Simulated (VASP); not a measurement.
# SnS2 (Berndtite-2T) (P-3m1) in VASP: further runs

The runs below take SnS2 (Berndtite-2T) through phonons, dielectric tensor, with PBE+D3(BJ).

Program: VASP 6.6.1. These are calculated values, not measurements. Logs are shortened: lines on timing, memory, paths and dates and some standing lists are left out, and cuts for length are marked.

## 1. The crystal as given

The structure is trigonal, space group P-3m1 (No. 164). The conventional cell has a = 3.658 Å, b = 3.658 Å, c = 5.703 Å, α = 90.00°, β = 90.00°, γ = 120.00°. Around Sn (site symmetry -3m) lie 6 S at 2.58 Å. S (site symmetry 3m) is surrounded by 3 Sn at 2.58 Å.

## 2. Phonons, PBE+D3(BJ)

POSCAR

```
SnS2
1.0
    3.6581210290      0.0000000000      0.0000000000
   -1.8290605145      3.1680257412      0.0000000000
    0.0000000000      0.0000000000      5.7026484975
  Sn              S
     1     2
Direct
     0.0000000000000000    0.0000000000000000    0.0000000000000000
     0.3333333332999970    0.6666666667000030    0.2591312765491196
     0.6666666667000030    0.3333333332999970    0.7408687234508804
```

INCAR.step1

```
PREC = Accurate
ENCUT = 600
EDIFF = 1E-8
ISMEAR = 0
SIGMA = 0.03
LREAL = False
LASPH = True
NELM = 80
ALGO = Normal
ISIF = 3
LWAVE = False
LCHARG = False
GGA = PE
IVDW = 12
PSTRESS = 7.0
KPAR = 2
IBRION = 2
NSW = 40
EDIFFG = -0.002
```

INCAR.step2

```
PREC = Accurate
ENCUT = 600
EDIFF = 1E-8
ISMEAR = 0
SIGMA = 0.03
LREAL = False
LASPH = True
NELM = 80
ALGO = Normal
ISIF = 2
LWAVE = False
LCHARG = False
GGA = PE
IVDW = 12
PSTRESS = 7.0
KPAR = 2
IBRION = 6
NFREE = 2
POTIM = 0.015
NSW = 1
```

KPOINTS

```
regular mesh
0
Gamma
  9 9 5
```

Potentials or basis: VASP PAW PBE potentials, release 64 (Sn_d, S).

Started as:

```
$ cat potpaw_PBE.64/Sn_d/POTCAR potpaw_PBE.64/S/POTCAR > POTCAR
$ cp INCAR.step1 INCAR
$ mpirun -np 2 vasp_std > vasp.out
$ cp CONTCAR POSCAR
$ cp INCAR.step2 INCAR
$ mpirun -np 2 vasp_std > vasp.out
```

OUTCAR:

```text
PREC = Accurate
   ENCUT = 600
   EDIFF = 1E-8
   ISMEAR = 0
   LREAL = False
   LASPH = True
   NELM = 80
   ISIF = 2
   GGA = PE
   IVDW = 12
   PSTRESS = 7.0
   IBRION = 6
   NFREE = 2
   POTIM = 0.015
   NSW = 1
 IVDW          = 12

 ion  position               nearest neighbor table
   1  0.000  0.000  0.000-   2 2.58   3 2.58   2 2.58   3 2.58   3 2.58   2 2.58
   2  0.333  0.667  0.259-   1 2.58   1 2.58   1 2.58
   3  0.667  0.333  0.741-   1 2.58   1 2.58   1 2.58

  LATTYP: Found a hexagonal cell.
 ALAT       =     3.6582964975
 C/A-ratio  =     1.5586740276

  Lattice vectors:

 A1 = (   3.6582964975,   0.0000000000,   0.0000000000)
 A2 = (  -1.8291482487,   3.1681777014,   0.0000000000)
 A3 = (   0.0000000000,   0.0000000000,   5.7020917360)

Analysis of symmetry for initial positions (statically):
=====================================================================
 Subroutine PRICEL returns:
 Original cell was already a primitive cell.

 Routine SETGRP: Setting up the symmetry group for a
 hexagonal supercell.

 Subroutine GETGRP returns: Found 12 space group operations
 (whereof 12 operations were pure point group operations)
 out of a pool of 24 trial point group operations.

The static configuration has the point symmetry D_3d.

Analysis of symmetry for dynamics (positions and initial velocities):
=====================================================================
 Subroutine PRICEL returns:
 Original cell was already a primitive cell.

 Routine SETGRP: Setting up the symmetry group for a
 hexagonal supercell.

 Subroutine GETGRP returns: Found 12 space group operations
 (whereof 12 operations were pure point group operations)
 out of a pool of 24 trial point group operations.

The dynamic configuration has the point symmetry D_3d.

 Subroutine INISYM returns: Found 12 space group operations
 (whereof 12 operations are pure point group operations),
 and found     1 'primitive' translations

----------------------------------------------------------------------------------------

                                     Primitive cell

  volume of cell :      66.0880

  direct lattice vectors                    reciprocal lattice vectors
     3.658296497  0.000000000  0.000000000     0.273351272  0.157819430  0.000000000
    -1.829148249  3.168177701  0.000000000     0.000000000  0.315638861  0.000000000
     0.000000000  0.000000000  5.702091736     0.000000000  0.000000000  0.175374239

  length of vectors
     3.658296497  3.658296497  5.702091736     0.315638861  0.315638861  0.175374239

  position of ions in fractional coordinates (direct lattice)
     0.000000000  0.000000000  0.000000000
     0.333333333  0.666666667  0.259125905
     0.666666667  0.333333333  0.740874095

  ion indices of the primitive-cell ions
   primitive index   ion index
                 1           1
                 2           2
                 3           3

----------------------------------------------------------------------------------------

 KPOINTS: regular mesh

Automatic generation of k-mesh.
 Grid dimensions read from file:
 generate k-points for:    9    9    5

 Generating k-lattice:

  Cartesian coordinates                     Fractional coordinates (reciprocal lattice)
     0.030372364  0.017535492  0.000000000     0.111111111  0.000000000  0.000000000
     0.000000000  0.035070985  0.000000000     0.000000000  0.111111111  0.000000000
     0.000000000  0.000000000  0.035074848     0.000000000  0.000000000  0.200000000

  Length of vectors
     0.035070985  0.035070985  0.035074848

  Shift w.r.t. Gamma in fractional coordinates (k-lattice)
     0.000000000  0.000000000  0.000000000

 Subroutine IBZKPT returns following result:
 ===========================================

 Found     50 irreducible k-points:

 Following reciprocal coordinates:
            Coordinates               Weight
  0.000000  0.000000  0.000000      1.000000
  0.111111  0.000000  0.000000      6.000000
  0.222222  0.000000  0.000000      6.000000
  0.333333  0.000000  0.000000      6.000000
  0.444444  0.000000  0.000000      6.000000
  0.111111  0.111111  0.000000      6.000000
[... 16 lines left out ...]
  0.222222  0.111111  0.200000     12.000000
 -0.111111  0.333333  0.200000     12.000000
 [... further k-points ...]
   k-points           NKPTS =     50   k-points in BZ     NKDIM =     50   number of bands    NBANDS=     17
   number of dos      NEDOS =    301   number of ions     NIONS =      3
   total plane-waves  NPLWV =  43200
   dimension x,y,z NGX =    30 NGY =   30 NGZ =   48
   dimension x,y,z NGXF=    60 NGYF=   60 NGZF=   96
   ions per type =               1   2
   NGX,Y,Z   is equivalent  to a cutoff of  13.63, 13.63, 13.99 a.u.
   NGXF,Y,Z  is equivalent  to a cutoff of  27.27, 27.27, 27.99 a.u.
 SYSTEM =  unknown system
   PREC   = accura    normal or accurate (medium, high low for compatibility)
   ISTART =      0    job   : 0-new  1-cont  2-samecut
   ICHARG =      2    charge: 1-file 2-atom 10-const
   ISPIN  =      1    spin polarized calculation?
   LNONCOLLINEAR =      F non collinear calculations
   LSORBIT =      F    spin-orbit coupling
   LASPH  =      T    aspherical Exc in radial PAW
   ENCUT  =  600.0 eV  44.10 Ry    6.64 a.u.   7.31  7.31 11.39*2*pi/ulx,y,z
   NELM   =     80;   NELMIN=  2; NELMDL=  0     # of ELM steps
   EDIFF  = 0.1E-07   stopping-criterion for ELM
   LREAL  =      F    real-space projection
   EDIFFG = 0.1E-06   stopping-criterion for IOM
   NSW    =     73    number of steps for IOM
   IBRION =      6    ionic relax: 0-MD 1-quasi-New 2-CG
   NFREE  =      2    steps in history (QN), initial steepest desc. (CG)
   ISIF   =      2    stress and relaxation
   ISYM   =      2    0-nonsym 1-usesym 2-fastsym
   POTIM  = 0.0150    time-step for ionic-motion
   TEBEG  =    0.0;   TEEND  =   0.0 temperature during run
   PSTRESS=    7.0 pullay stress
   NELECT =      26.0000    total number of electrons
   NUPDOWN=      -1.0000    fix difference up-down
   EMIN   =  10.00;   EMAX   =-10.00  energy-range for DOS
   EFERMI =   0.00;   METHOD = LEGACY
   ISMEAR =     0;   SIGMA  =   0.03  broadening in eV -4-tet -1-fermi 0-gaus
   EFERMI_NEDOS =   21; number of points for ismear=-14 and -15
   IALGO  =     38    algorithm
   IMIX   =      4    mixing-type and parameters
     AMIX     =   0.40;   BMIX     =  1.00
     AMIX_MAG =   1.60;   BMIX_MAG =  1.00
  volume/ion in A,a.u.               =      22.03       148.66
  Fermi-wavevector in a.u.,A,eV,Ry     =   1.199569  2.266856 19.578303  1.438965
  Thomas-Fermi vector in A             =   2.335428
   LORBIT       =      0    0 simple, 1 ext, 2 COOP (PROOUT), +10 PAW based schemes
   GGA     = PE    functional components
   LHFCALC =     F    Hartree Fock is set to
   AEXX    =    0.0000 exact exchange contribution
   IVDW    =    12    specifies the selected vdW correction
   LEPSILON=     F    determine dielectric tensor
   LRPA    =     F    only Hartree local field effects (RPA)
 finite differences with symmetry
 non-spin polarized calculation
 Gauss-broadening in eV      SIGMA  =   0.03
  energy-cutoff  :      600.00
  volume of cell :       66.09
 maximum number of plane-waves:      2255
 NGX is ok and might be reduce to    30
   NGX = 15   NGY = 15   NGZ = 23

--------------------------------------- Ionic step        1  -------------------------------------------

 number of electron      25.9999996 magnetization

 Free energy of the ion-electron system (eV)
  ---------------------------------------------------
  ext. energy  EPLUGINS =         0.00000000
  ---------------------------------------------------
  free energy    TOTEN  =       -13.12446560 eV

  energy without entropy =      -13.12446560  energy(sigma->0) =      -13.12446560

------------------------ aborting loop because EDIFF is reached ----------------------------------------

 Edisp (eV)   -1.01084

 E8    (eV) :    -0.4133
[... 335 lines left out ...]
--------------------------------------- Ionic step        9  -------------------------------------------

 number of electron      25.9999997 magnetization

 Free energy of the ion-electron system (eV)
  ---------------------------------------------------
  ext. energy  EPLUGINS =         0.00000000
  ---------------------------------------------------
  free energy    TOTEN  =       -13.12353680 eV

  energy without entropy =      -13.12353680  energy(sigma->0) =      -13.12353680

 E-fermi :   5.3486     XC(G=0):  -9.7916

 val. band max:        5.2092573129   @ k =   0.0000   0.0000   0.0000
 cond. band min:       6.4459488687   @ k =   0.0000   0.4444   0.4000
 fundamental gap:      1.2366915558
 Fermi energy:         5.3486335116

 k-point     1 :       0.0000    0.0000    0.0000
  band No.  band energies     occupation
      1     -15.9180      2.00000
      2     -15.9180      2.00000
      3     -15.8779      2.00000
      4     -15.8502      2.00000
      5     -15.8502      2.00000
      6      -8.8016      2.00000
[... 457 lines left out ...]
      4     -15.8511      2.00000
      5     -15.8311      2.00000
      6      -7.8208      2.00000
[... 9 lines left out ...]
     16      10.9583      0.00000
     17      12.1058      0.00000

 [... further k-points ...]

------------------------ aborting loop because EDIFF is reached ----------------------------------------

 Edisp (eV)   -1.01063

 E8    (eV) :    -0.4132
[... 30 lines left out ...]
  energy  without entropy=      -14.1341716645  energy(sigma->0) =      -14.13417166

  enthalpy is  TOTEN    =       -13.8454295771 eV   P V=        0.2887420874

 INTERNAL STRAIN TENSORS FROM DISPLACED ATOMS
 ============================================

 INTERNAL STRAIN TENSOR FOR ION    1 for displacements in x,y,z  (eV/Angst):
          X           Y           Z          XY          YZ          ZX
  --------------------------------------------------------------------------------
  x     0.00000     0.00000     0.00000     0.00000     0.00000     0.00000
  y     0.00000     0.00000     0.00000     0.00000     0.00000     0.00000
  z     0.00000     0.00000     0.00000     0.00000     0.00000     0.00000

 INTERNAL STRAIN TENSOR FOR ION    3 for displacements in x,y,z  (eV/Angst):
          X           Y           Z          XY          YZ          ZX
  --------------------------------------------------------------------------------
  x     0.00000     0.00000     0.00000    -0.66461     0.00000     5.98556
  y    -0.66461     0.66461     0.00000     0.00000     5.98556     0.00000
  z     6.30661     6.30661    14.48781     0.00000     0.00000     0.00000

 Eigenvectors and eigenvalues of the dynamical matrix
 ----------------------------------------------------

   1 f  =   10.042211 THz    63.097071 2PiTHz  334.972095 cm-1    41.531228 meV
             X         Y         Z           dx          dy          dz
      0.000000  0.000000  0.000000     0.000000   -0.000000   -0.592450
     -0.000000  2.112118  1.477560    -0.000000   -0.000000    0.569650
      1.829148  1.056059  4.224532    -0.000000    0.000000    0.569650
[... 25 lines left out ...]
   6 f  =    6.075400 THz    38.172866 2PiTHz  202.653541 cm-1    25.125825 meV
             X         Y         Z           dx          dy          dz
      0.000000  0.000000  0.000000    -0.000002   -0.591894   -0.000000
     -0.000000  2.112118  1.477560     0.000002    0.569939   -0.000000
      1.829148  1.056059  4.224532     0.000002    0.569939    0.000000

   7 f/i=    0.002587 THz     0.016256 2PiTHz    0.086301 cm-1     0.010700 meV
             X         Y         Z           dx          dy          dz
      0.000000  0.000000  0.000000    -0.000000    0.000000    0.805607
     -0.000000  2.112118  1.477560    -0.000000    0.000000    0.418925
      1.829148  1.056059  4.224532    -0.000000    0.000000    0.418925

   8 f/i=    0.002628 THz     0.016509 2PiTHz    0.087645 cm-1     0.010867 meV
             X         Y         Z           dx          dy          dz
      0.000000  0.000000  0.000000     0.579555   -0.560159    0.000000
     -0.000000  2.112118  1.477560     0.300940   -0.290868    0.000000
      1.829148  1.056059  4.224532     0.300940   -0.290868    0.000000

   9 f/i=    0.002628 THz     0.016509 2PiTHz    0.087645 cm-1     0.010867 meV
             X         Y         Z           dx          dy          dz
      0.000000  0.000000  0.000000    -0.560159   -0.579555   -0.000000
     -0.000000  2.112118  1.477560    -0.290868   -0.300940   -0.000000
      1.829148  1.056059  4.224532    -0.290868   -0.300940   -0.000000

 ELASTIC MODULI CONTR FROM IONIC RELAXATION (kBar)
 Direction    XX          YY          ZZ          XY          YZ          ZX
 --------------------------------------------------------------------------------
 XX        -173.1106   -165.0052   -388.3671      0.0000     36.4993     -0.0000
 YY        -165.0052   -173.1106   -388.3671     -0.0000    -36.4993      0.0000
 ZZ        -388.3671   -388.3671   -892.1736     -0.0000      0.0000      0.0000
 XY           0.0000     -0.0000     -0.0000     -4.0527     -0.0000     36.4994
 YZ          36.4993    -36.4993      0.0000     -0.0000   -328.7196      0.0000
 ZX          -0.0000      0.0000      0.0000     36.4994      0.0000   -328.7200
 --------------------------------------------------------------------------------
```

Run time: 6.8 min. Hardware: 2 MPI ranks of Intel Xeon Platinum 8375C at 2.90GHz (Ice Lake), shared host; peak memory 0.54 GiB.

What came out:

```yaml
Highest_phonon_frequency_at_Γ_LO-TO_splitting_left_out: 335 cm⁻¹
Dispersion_energy_per_atom: -0.337 eV
```

Phonon frequencies in cm⁻¹ (negative: imaginary):
| q point | frequencies |
| --- | --- |
| (0.000, 0.000, 0.000) | 0 0 0 203 203 212 212 311 335 |

[end of part 1 of 2]
